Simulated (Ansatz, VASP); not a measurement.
H4C in VASP and in Ansatz

File INCAR:

```
  PREC = Accurate
  ENCUT = 520
  EDIFF = 1E-6
  ISMEAR = 0
  SIGMA = 0.05
  LREAL = False
  LASPH = True
  NELM = 100
  ALGO = Fast
  ISIF = 2
  LWAVE = False
  LCHARG = False
  GGA = CA
  NBANDS = 12
```

Contents of KPOINTS:

```
Automatic mesh
0
Gamma
  6 6 6
```

POSCAR

```
H4C
1.0
   -2.5408977979      2.4789246809      2.4789246809
    2.5408977979     -2.4789246809      2.4789246809
    2.5408977979      2.4789246809     -2.4789246809
H C
4 1
Direct
    0.0000000000      0.0000000000      0.7463128700
    0.7463128700      0.0000000000      0.0000000000
    0.0000000000      0.7463128700      0.0000000000
    0.2536871300      0.2536871300      0.2536871300
    0.0000000000      0.0000000000      0.0000000000
```

Input for Ansatz:

```yaml
crystal:
  lattice:
    - [-2.5408977979, 2.4789246809, 2.4789246809]
    - [2.5408977979, -2.4789246809, 2.4789246809]
    - [2.5408977979, 2.4789246809, -2.4789246809]
  atoms:
    - { symbol: H, position: [0.0, 0.0, 0.74631287] }
    - { symbol: H, position: [0.74631287, 0.0, 0.0] }
    - { symbol: H, position: [0.0, 0.74631287, 0.0] }
    - { symbol: H, position: [0.25368713, 0.25368713, 0.25368713] }
    - { symbol: C, position: [0.0, 0.0, 0.0] }
basis:
  ecutwfc: 420
kpoints:
  mp_grid: { grid: [6, 6, 6] }
hamiltonian:
  xc: lda
scf:
  occupations: { method: gaussian, width: 0.05 }
output:
  forces: true
  stress: true
  eigenvalues: true
```

Change from the starting cell: strain +0.0250 x Voigt [1, 0, 0, 0, 0, 0], atoms carried along.

Alike in both runs: task single point; functional LDA; k mesh 6 × 6 × 6; occupations gaussian, width 0.05 eV; no spin polarisation.

|  | VASP | Ansatz |
| --- | --- | --- |
| version | VASP 6.6.1 | Ansatz 0.2.0 |
| potentials or method | VASP PAW LDA potentials, release 64 (H, C) | scalar-relativistic, plane waves, PAW |
| plane-wave cutoff (eV) | 520 | 420 |
| valence electrons in the cell | 8 | 8 |

Ansatz gave:

```
gap on the k mesh at the Fermi level (eV)       : 7.16
least direct gap on the mesh (eV)               : 7.16
pressure (GPa)                                  : -0.5
largest component of the traceless stress (GPa) : 0.55
rms of the force components (eV/Å)              : 0.055
```

Question: Which values does VASP return?

Answer: gap on the k mesh at the Fermi level (eV): 7.16; least direct gap on the mesh (eV): 7.16; pressure (GPa): -0.5; largest component of the traceless stress (GPa): 0.54; rms of the force components (eV/Å): 0.066.

Atom by atom the forces differ by 0.024 eV/Å (rms over components).

A k mesh can miss the band edges.
